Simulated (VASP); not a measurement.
The system is Bi2Te3 (Tellurobismuthite).

```
Bi Te
1.0
     2.19139    1.26520   10.08385
    -2.19139    1.26520   10.08385
     0.00000   -2.53040   10.08385
Bi Te
2 3
Direct
  0.39997 0.39997 0.39997
  0.60003 0.60003 0.60003
  0.00000 0.00000 0.00000
  0.20964 0.20964 0.20964
  0.79036 0.79036 0.79036
```

Base run:

```yaml
Program: VASP 6.6.1
Functional: PBE
Potentials_or_basis: VASP PAW PBE potentials, release 64 (Bi_d, Te)
Cutoff: 520 eV
k_mesh: 7 × 7 × 7
Occupations: gaussian, width 0.03 eV
Spin: no spin polarisation
```

Its results: band gap on the k mesh 0.25 eV, direct.

Q: The run is repeated on the same cell with these changes: functional from PBE to TB-mBJ; further incar settings from ALGO = Fast; EDIFF = 1e-06 to ALGO = Normal; EDIFF = 1e-06. What comes out?

A: Band gap on the k mesh 0.62 eV, direct.

Caveats: spin-orbit coupling is left out, which as a rule narrows the gap of such compounds by several tenths of an eV.
